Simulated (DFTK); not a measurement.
## TiCo in DFTK: convergence with tol

Crystal: TiCo.

```
Co Ti
1.0
     2.77206    0.00000    0.00000
     0.00000    2.77206    0.00000
     0.00000    0.00000    2.77206
Co Ti
1 1
Direct
  0.50000 0.50000 0.50000
  0.00000 0.00000 0.00000
```

The cell comes from a database or a generator and needn't be the stable form of this composition.

The cell isn't the ideal one: cell squeezed.

- Program: DFTK 0.8.2
- Task: convergence study
- Functional: LDA
- Potentials or basis: cp2k.nc.sr.lda.v0_1.largecore.gth (LDA, GTH, large core)
- Cutoff: 2667 eV
- k mesh: 4 × 4 × 4
- Occupations: gaussian, width 0.1 eV
- Spin: collinear spin, random start
- Starting moments: [-0.25, -0.04] μB

These are the settings of the first run; the series varies tol, with any setting tied to it.

Hardware: 1 thread of Intel(R) Xeon(R) 6975P-C (Granite Rapids) (shared host).

```tsv
tol	energy less the tightest run, at zero smearing (meV/atom)	pressure (GPa)	absolute moment (μB)	SCF cycles
0.1	309.04	107.10	0.07	14
0.01	-0.04	36.37	0.04	17
0.001	0.00	33.99	0.00	21
0.0001	0.00	34.34	0.00	23
1e-05	0.00	34.31	0.00	27
1e-06	0.00	34.31	0.00	29
1e-08	0.00	34.31	0.00	33
```

Against the tightest run, the energy stays within 1 meV/atom from 0.01 on; the pressure stays within 0.1 GPa from 0.0001 on; the absolute moment stays within 0.02 μB from 0.001 on. The tightest run that finished is the yardstick and may itself not be fully converged.

Caveat, for the tightest run too: the k mesh is coarse (spacing up to 0.57 Å⁻¹), so the values aren't converged; GTH potentials come without recommended cutoffs, and this one wasn't checked for convergence; the starting moments collapsed, and a magnetic state may lie lower; this set keeps more shells in the core, which shifts pressures and gaps.
